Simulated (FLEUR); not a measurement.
# C (Fd-3m) in FLEUR: a series of runs

The runs below take C through band structure, equation of state, with PBE.

All numbers are computed with FLEUR MaX-R8.1 (patched build s14); they aren't measurements. Logs are shortened: lines on timing, memory, paths and dates and some standing lists are left out, and cuts for length are marked.

### 1 The structure

The structure is cubic, space group Fd-3m (No. 227). The conventional cell has a = 3.567 Å, b = 3.567 Å, c = 3.567 Å, α = 90.00°, β = 90.00°, γ = 90.00°. C (site symmetry -43m) is surrounded by 4 C at 1.54 Å.

This isn't the form of C at room conditions, which is graphite.

### 2 Band structure, PBE

File inp.xml:

```xml
<?xml version="1.0" encoding="UTF-8" standalone="no"?>
<fleurInput fleurInputVersion="0.39">
   <comment>
      C                                                                                                   
   </comment>
   <calculationSetup>
      <cutoffs Kmax="4.0" Gmax="20.0" GmaxXC="20.0" numbands="0"/>
      <scfLoop itmax="60" minDistance="0.00001" maxIterBroyd="15" imix="Anderson" alpha="0.05" precondParam="0.0" spinf="2.0"/>
      <coreElectrons ctail="T" frcor="F" kcrel="0" coretail_lmax="0"/>
      <xcFunctional name="pbe" relativisticCorrections="F"/>
      <magnetism jspins="1"/>
      <soc l_soc="F" theta="0.0" phi="0.0" spav="F"/>
      <expertModes spex="0" secvar="F"/>
      <geometryOptimization l_f="F" forcealpha="1.0" forcemix="BFGS" epsdisp="0.00001" epsforce="0.00001"/>
      <ldaU l_linMix="F" mixParam="0.05" spinf="1.0"/>
   </calculationSetup>
   <cell>
      <bzIntegration valenceElectrons="8.0" mode="hist" fermiSmearingEnergy="0.00183747">
         <kPointListSelection listName="default-1"/>
         <!-- k-points included here -->
         <xi:include xmlns:xi="http://www.w3.org/2001/XInclude" href="kpts.xml"> </xi:include>
      </bzIntegration>
      <!-- symmetry operations included here -->
      <xi:include xmlns:xi="http://www.w3.org/2001/XInclude" href="sym.xml"> </xi:include>
      <bulkLattice scale="1.0">
         <bravaisMatrix>
            <row-1>    0.0000000000000000     3.3700808788279017     3.3700808788279017</row-1>
            <row-2>    3.3700808788279017     0.0000000000000000     3.3700808788279017</row-2>
            <row-3>    3.3700808788279017     3.3700808788279017     0.0000000000000000</row-3>
         </bravaisMatrix>
      </bulkLattice>
   </cell>
   <atomSpecies>
      <species name="Carbon (C)" element="C" atomicNumber="6">
         <mtSphere radius="1.35" gridPoints="447" logIncrement="0.023"/>
         <atomicCutoffs lmax="4" lnonsphr="3"/>
         <electronConfig flipSpins="F">
            <coreConfig>(1s1/2)</coreConfig>
            <valenceConfig>(2s1/2) (2p1/2) (2p3/2)</valenceConfig>
            <stateOccupation state="(2p1/2)" spinUp="0.333333" spinDown="0.333333"/>
            <stateOccupation state="(2p3/2)" spinUp="0.666667" spinDown="0.666667"/>
         </electronConfig>
         <energyParameters s="2" p="2" d="3" f="4"/>
         <lo type="SCLO" l="0" n="2" eDeriv="2"/>
         <lo type="SCLO" l="1" n="2" eDeriv="2"/>
         <lo type="SCLO" l="2" n="3" eDeriv="2"/>
      </species>
   </atomSpecies>
   <atomGroups>
      <atomGroup species="Carbon (C)">
         <relPos label="                   1">-3.000/8.000 -3.000/8.000 -3.000/8.000</relPos>
         <relPos label="                   2">3.000/8.000 3.000/8.000 3.000/8.000</relPos>
         <force calculate="T" relaxXYZ="TTT"/>
      </atomGroup>
   </atomGroups>
   <output dos="F" band="F" slice="F">
      <checks vchk="F" cdinf="F"/>
      <bandDOS minEnergy="-.5*Htr" maxEnergy="0.5*Htr" sigma="0.015" storeEVData="T"/>
      <vacuumDOS vacdos="F" integ="F" star="F" nstars="0" locx1="0.0" locy1="0.0" locx2="0.0" locy2="0.0" nstm="0" tworkf="0.0"/>
      <unfoldingBand unfoldBand="F" supercellX="1" supercellY="1" supercellZ="1"/>
      <plotting iplot="0" polar="F">
         <plot TwoD="T" vec1="  1.0  0.0  0.0" vec2="  0.0  1.0  0.0" vec3="  0.0  0.0  1.0" zero="  0.0  0.0  0.0" file="plot"/>
      </plotting>
      <chargeDensitySlicing numkpt="0" minEigenval="0.0" maxEigenval="0.0" nnne="0" pallst="F"/>
      <specialOutput eonly="F"/>
      <magneticCircularDichroism mcd="F" energyLo="-10.0" energyUp="0.0"/>
   </output>
  <!-- We include the file relax.xml here to enable relaxations (see documentation) -->
  <xi:include xmlns:xi="http://www.w3.org/2001/XInclude" href="relax.xml"> <xi:fallback/> </xi:include>
</fleurInput>
```

File crystal.txt:

```
C
&input cartesian=F /
0.0000000000  1.7833700000  1.7833700000
1.7833700000  0.0000000000  1.7833700000
1.7833700000  1.7833700000  0.0000000000
1.8897261246
1.0 1.0 1.0

2
6 0.7500000000  0.7500000000  0.7500000000
6 0.5000000000  0.5000000000  0.5000000000

&kpt div1=13 div2=13 div3=13 gamma=T /
```

File inp.xml (bands):

```
<?xml version="1.0" encoding="UTF-8" standalone="no"?>
<fleurInput fleurInputVersion="0.39">
   <comment>
      C                                                                                                   
   </comment>
   <calculationSetup>
      <cutoffs Kmax="4.0" Gmax="20.0" GmaxXC="20.0" numbands="0"/>
      <scfLoop itmax="60" minDistance="0.00001" maxIterBroyd="15" imix="Anderson" alpha="0.05" precondParam="0.0" spinf="2.0"/>
      <coreElectrons ctail="T" frcor="F" kcrel="0" coretail_lmax="0"/>
      <xcFunctional name="pbe" relativisticCorrections="F"/>
      <magnetism jspins="1"/>
      <soc l_soc="F" theta="0.0" phi="0.0" spav="F"/>
      <expertModes spex="0" secvar="F"/>
      <geometryOptimization l_f="F" forcealpha="1.0" forcemix="BFGS" epsdisp="0.00001" epsforce="0.00001"/>
      <ldaU l_linMix="F" mixParam="0.05" spinf="1.0"/>
   </calculationSetup>
   <cell>
      <bzIntegration valenceElectrons="8.0" mode="hist" fermiSmearingEnergy="0.00183747">
         <kPointListSelection listName="path-1"/>
         <!-- k-points included here -->
         <xi:include xmlns:xi="http://www.w3.org/2001/XInclude" href="kpts.xml"> </xi:include>
      </bzIntegration>
      <!-- symmetry operations included here -->
      <xi:include xmlns:xi="http://www.w3.org/2001/XInclude" href="sym.xml"> </xi:include>
      <bulkLattice scale="1.0">
         <bravaisMatrix>
            <row-1>    0.0000000000000000     3.3700808788279017     3.3700808788279017</row-1>
            <row-2>    3.3700808788279017     0.0000000000000000     3.3700808788279017</row-2>
            <row-3>    3.3700808788279017     3.3700808788279017     0.0000000000000000</row-3>
         </bravaisMatrix>
      </bulkLattice>
   </cell>
   <atomSpecies>
      <species name="Carbon (C)" element="C" atomicNumber="6">
         <mtSphere radius="1.35" gridPoints="447" logIncrement="0.023"/>
         <atomicCutoffs lmax="4" lnonsphr="3"/>
         <electronConfig flipSpins="F">
            <coreConfig>(1s1/2)</coreConfig>
            <valenceConfig>(2s1/2) (2p1/2) (2p3/2)</valenceConfig>
            <stateOccupation state="(2p1/2)" spinUp="0.333333" spinDown="0.333333"/>
            <stateOccupation state="(2p3/2)" spinUp="0.666667" spinDown="0.666667"/>
         </electronConfig>
         <energyParameters s="2" p="2" d="3" f="4"/>
         <lo type="SCLO" l="0" n="2" eDeriv="2"/>
         <lo type="SCLO" l="1" n="2" eDeriv="2"/>
         <lo type="SCLO" l="2" n="3" eDeriv="2"/>
      </species>
   </atomSpecies>
   <atomGroups>
      <atomGroup species="Carbon (C)">
         <relPos label="                   1">-3.000/8.000 -3.000/8.000 -3.000/8.000</relPos>
         <relPos label="                   2">3.000/8.000 3.000/8.000 3.000/8.000</relPos>
         <force calculate="T" relaxXYZ="TTT"/>
      </atomGroup>
   </atomGroups>
   <output dos="F" band="T" slice="F">
      <checks vchk="F" cdinf="F"/>
      <bandDOS minEnergy="-.5*Htr" maxEnergy="0.5*Htr" sigma="0.015" storeEVData="T"/>
      <vacuumDOS vacdos="F" integ="F" star="F" nstars="0" locx1="0.0" locy1="0.0" locx2="0.0" locy2="0.0" nstm="0" tworkf="0.0"/>
      <unfoldingBand unfoldBand="F" supercellX="1" supercellY="1" supercellZ="1"/>
      <plotting iplot="0" polar="F">
         <plot TwoD="T" vec1="  1.0  0.0  0.0" vec2="  0.0  1.0  0.0" vec3="  0.0  0.0  1.0" zero="  0.0  0.0  0.0" file="plot"/>
      </plotting>
      <chargeDensitySlicing numkpt="0" minEigenval="0.0" maxEigenval="0.0" nnne="0" pallst="F"/>
      <specialOutput eonly="F"/>
      <magneticCircularDichroism mcd="F" energyLo="-10.0" energyUp="0.0"/>
   </output>
  <!-- We include the file relax.xml here to enable relaxations (see documentation) -->
  <xi:include xmlns:xi="http://www.w3.org/2001/XInclude" href="relax.xml"> <xi:fallback/> </xi:include>
</fleurInput>
```

Potentials or basis: all-electron, FLAPW.

Started as:

```bash
> inpgen -f crystal.txt -profile fast
> # inp.xml edited to the form shown
> fleur
> fleur   # second run, on inp.xml (bands)
```

What it wrote:

```text
Welcome to FLEUR        (www.flapw.de)
      MaX-Release 8.1          (www.max-centre.eu)

 ========== k-point set info ==========
 Selected k-point list: default-1
 k-point list type: mesh
 13 x 13 x 13
 Number of k points: 84

 ------------Calculation Setup---------------------------
 Number of OMP-threads    :            1
 Number of basis functions:          121
 Approximate size of matrices (H+S) per k-point:         0.000 GB
 --------------------------------------------------------
 Iteration:     1   Distance:      25.45045160 me/bohr^3
 Iteration:     2   Distance:      23.99977224 me/bohr^3
 Iteration:     3   Distance:       3.67335013 me/bohr^3
 Iteration:     4   Distance:       2.09999712 me/bohr^3
 Iteration:     5   Distance:       0.26907483 me/bohr^3
 Iteration:     6   Distance:       0.38210006 me/bohr^3
 Iteration:     7   Distance:       0.06035752 me/bohr^3
 Iteration:     8   Distance:       0.00705626 me/bohr^3
 Iteration:     9   Distance:       0.00171418 me/bohr^3
 Iteration:    10   Distance:       0.00004312 me/bohr^3
 Iteration:    11   Distance:       0.00003841 me/bohr^3
 Iteration:    12   Distance:       0.00000153 me/bohr^3

 ********************************************************************
 Run finished successfully
 Stop message:
   all done
 ********************************************************************
```

output (bands):

```text
Welcome to FLEUR        (www.flapw.de)
      MaX-Release 8.1          (www.max-centre.eu)

 ========== k-point set info ==========
 Selected k-point list: path-1
 k-point list type: path
 Number of k points: 60

 ------------Calculation Setup---------------------------
 Number of OMP-threads    :            1
 Number of basis functions:          122
 Approximate size of matrices (H+S) per k-point:         0.000 GB
 --------------------------------------------------------
 Fermi energy correction for insulators:
 No automatic correction of the Fermi energy has been performed.

 Note: Band structure data (together with different weights) is also stored in the banddos.hdf file.
       A convenient way of extracting and plotting the data from that file is by making use of the

 ********************************************************************
 Run finished successfully
 Stop message:
   Charge density postprocessing done.
 ********************************************************************
```

out.xml (last iteration):

```text
<iteration numberForCurrentRun="   12" overallNumber="   12">
         <energyParameters units="Htr">
            <atomicEP atomType="1" spin="1" branch="2s" branchLowest="-9.31" branchHighest="2.77" value="-0.2615013257"/>
            <atomicEP atomType="1" spin="1" branch="2p" branchLowest="-9.99" branchHighest="2.34" value="-0.0640799712"/>
            <atomicEP atomType="1" spin="1" branch="3d" branchLowest="-9.99" branchHighest="6.95" value="0.1396175893"/>
            <atomicEP atomType="1" spin="1" branch="4f" branchLowest="-9.99" branchHighest="11.63" value="0.2994354788"/>
            <loAtomicEP atomType="1" spin="1" branch="2s" branchLowest="-9.31" branchHighest="2.77" value="-0.2615013257"/>
            <loAtomicEP atomType="1" spin="1" branch="2p" branchLowest="-9.99" branchHighest="2.34" value="-0.0640937218"/>
            <loAtomicEP atomType="1" spin="1" branch="3d" branchLowest="-9.99" branchHighest="6.95" value="0.1396165787"/>
         </energyParameters>
         <eigenvalues>
            <eigenvaluesAt spin="1" ikpt="1" k_x="0.00000000" k_y="0.00000000" k_z="0.00000000">
                      -0.3323601492        0.4624605269        0.4624605269        0.4624605269        0.6679749532
                       0.6679749532        0.6679749532
            </eigenvaluesAt>
            <eigenvaluesAt spin="1" ikpt="2" k_x="0.00000000" k_y="0.00000000" k_z="0.07692308">
                      -0.3263350198        0.4216563657        0.4519563217        0.4519563217        0.6809469354
                       0.6809469354        0.6891107406
            </eigenvaluesAt>
            <eigenvaluesAt spin="1" ikpt="3" k_x="0.00000000" k_y="0.00000000" k_z="0.15384615">
                      -0.3083212263        0.3360974131        0.4282922997        0.4282922997        0.7112315581
                       0.7112315581        0.7257423831
            </eigenvaluesAt>
            <eigenvaluesAt spin="1" ikpt="4" k_x="0.00000000" k_y="0.00000000" k_z="0.23076923">
                      -0.2785314231        0.2402694916        0.4032605844        0.4032605844        0.7418144726
                       0.7418144726        0.7526241491
            </eigenvaluesAt>
         </eigenvalues>
         <bandgap value="4.0206102995" units="eV"/>
         <sumValenceSingleParticleEnergies value="1.0296209398" units="Htr"/>
         <FermiEnergy value="0.4624605269" units="Htr"/>
         <valenceDensity>
            <mtCharges spin="1">
               <mtCharge atomType="1" total="2.0790254" s="0.6525815" p="1.3917814" d="0.0312600" f="0.0027924"/>
            </mtCharges>
            <spinDependentCharge spin="1" total="8.0000000" interstitial="3.8419492" mtSpheres="4.1580508"/>
            <totalCharge value="8.0000000000"/>
         </valenceDensity>
         <coreStates atomType="     1" atomicNumber="  6" spin="1" kinEnergy="     31.9110345227" eigValSum="    -18.6278832774" lostElectrons=" 0.000183">
            <state n="1" l="0" j="0.5" energy="-9.3139416387" weight="1.0000000000"/>
         </coreStates>
         <allElectronCharges>
            <spinDependentCharge spin="1" total="12.0000000" interstitial="3.8423114" mtSpheres="8.1576886"/>
            <totalCharge value="11.9999999977"/>
         </allElectronCharges>
         <totalEnergy                                    value="      -76.1809049173" units="Htr">
            <sumOfEigenvalues                            value="      -36.2261456149">
               <coreElectrons value="-37.2557665547"/>
               <valenceElectrons value="1.0296209398"/>
            </sumOfEigenvalues>
            <densityCoulombPotentialIntegral value="-98.2055981718"/>
            <densityEffectivePotentialIntegral value="-112.1625031524"/>
            <chargeDenXCDenIntegral value="-10.8575062151"/>
            <FockExchangeEnergyValence value="0.0000000000"/>
            <FockExchangeEnergyCore value="0.0000000000"/>
            <atomTypeDependentContributions atomType="1">
               <electronNucleiInteractionDifferentMTs value="83.3039796863"/>
               <MadelungTerm value="-8.8529774675"/>
            </atomTypeDependentContributions>
            <tkbTimesEntropy value="0.0000000000"/>
            <freeEnergy value="-76.1809049173"/>
            <extrapolationTo0K value="-76.1809049173"/>
         </totalEnergy>
         <densityConvergence units="me/bohr^3">
            <chargeDensity spin="1" distance="0.0000015313"/>
         </densityConvergence>
      </iteration>
```

Run time: 6.4 s. Hardware: 1 thread of AMD EPYC 7B13 (Zen 3), shared host; peak memory 0.09 GiB.

What came out:

- Free energy: -2072.9880 eV
- Band gap on the k mesh: 4.02 eV, indirect (least direct gap 5.59 eV)
- Band gap along the path: 4.01 eV, indirect (least direct gap 5.59 eV)
- Valence electrons inside the program's atomic spheres: C 2.08 (radii C 1.35 bohr)

Levels at the corners of the path, in eV from the valence-band top:
| point | band 1 | band 2 | band 3 | band 4 | band 5 | band 6 | band 7 |
| --- | --- | --- | --- | --- | --- | --- | --- |
| Γ | -21.63 | 0.00 | 0.00 | 0.00 | 5.59 | 5.59 | 5.59 |
| X | -12.91 | -12.91 | -6.40 | -6.40 | 4.62 | 4.62 | 16.76 |
| W | -12.11 | -12.11 | -8.42 | -8.42 | 10.55 | 10.55 | 12.23 |
| K | -13.13 | -11.87 | -9.43 | -5.45 | 5.55 | 10.65 | 14.34 |
| Γ | -21.63 | 0.00 | 0.00 | 0.00 | 5.59 | 5.59 | 5.59 |
| L | -15.86 | -13.50 | -2.82 | -2.82 | 8.43 | 8.43 | 8.70 |
| U | -13.13 | -11.87 | -9.43 | -5.45 | 5.55 | 10.65 | 14.34 |
| W | -12.11 | -12.11 | -8.42 | -8.42 | 10.55 | 10.55 | 12.23 |
| L | -15.86 | -13.50 | -2.82 | -2.82 | 8.43 | 8.43 | 8.70 |
| K | -13.13 | -11.87 | -9.43 | -5.45 | 5.55 | 10.65 | 14.34 |
| U | -13.13 | -11.87 | -9.43 | -5.45 | 5.55 | 10.65 | 14.34 |
| X | -12.91 | -12.91 | -6.40 | -6.40 | 4.62 | 4.62 | 16.76 |

Core levels (eV from the Fermi level):
```csv
atom,levels
1 C,1s1/2 -266.0
2 C,1s1/2 -266.0
```

Caveat: the plane-wave cutoff is short for the small spheres of the light atoms, so energies, forces and moduli aren't converged.

(Part 1 of 2 ends here.)
